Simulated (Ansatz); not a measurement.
**Co: one candidate structure**

Aim: relax Co from this start, samarium (9R) type (R-3m, No. 166), and see where it ends.

Computed with Ansatz 0.2.0 (DFT r2SCAN, scalar-relativistic, plane waves, PAW, unless a step's input says otherwise).

**1. Starting point**

The structure is trigonal, space group R-3m (No. 166). Conventional cell: a = 2.624 Å, b = 2.624 Å, c = 19.019 Å, α = 90.00°, β = 90.00°, γ = 120.00°. Co (site symmetry -3m) is surrounded by 12 Co at 2.60 to 2.62 Å. Around Co (site symmetry 3m) lie 12 Co at 2.60 to 2.62 Å.

Structure file:

```
Co
1.0
     1.31177    0.75735    6.33972
    -1.31177    0.75735    6.33972
     0.00000   -1.51471    6.33972
Co
3
Cartesian
  0.0000 0.0000 0.0000
  0.0000 0.0000 4.2264
  0.0000 0.0000 14.7927
```

(A quick probe on a coarse mesh, which set the mesh and smearing, is not shown.)

**3. Rough relaxation on the coarse mesh**

input.yaml reads:

```yaml
crystal:
  lattice:
    - [1.3117743877, 0.7573532958, 6.3397233053]
    - [-1.3117743877, 0.7573532958, 6.3397233053]
    - [0.0, -1.5147065918, 6.3397233053]
  atoms:
    - { symbol: Co, position: [0.0, 0.0, 0.0], spin: 2.27 }
    - { symbol: Co, position: [0.22222, 0.22222, 0.22222], spin: 2.29 }
    - { symbol: Co, position: [0.77778, 0.77778, 0.77778], spin: 2.29 }
basis:
  ecutwfc: 500
kpoints:
  mp_grid: { grid: [9, 9, 9] }
hamiltonian:
  xc: r2scan
scf:
  occupations: { method: gaussian, width: 0.1 }
  lower_state_search: "off"
output:
  forces: true
  stress: true
  eigenvalues: true
  populations: true
magnetization:
  spin_polarized: true
relax:
  adjacent_minimum: "off"
  f_tol: 0.04
  max_steps: 70
  cell: { stress_tol: 0.4 }
```

The session goes on with these runs: the relaxation.

Q: Predict the outcome of this session.

**Answer**, as computed:

```
           quantity                                                                        value
cell (conventional)  a = 2.470 Å, b = 2.470 Å, c = 18.166 Å, α = 90.00°, β = 90.00°, γ = 120.00°
        space group                                                               R-3m (No. 166)
             volume                                                                10.66 Å³/atom
    gap on the mesh                                                                 none (metal)
     largest moment                                                                      1.90 μB
```

**Reading.** The space group stayed R-3m, and from the first guess the volume went from 12.60 to 10.66 Å³/atom. Other magnetic orders or occupations could lie lower; they were not searched in full.
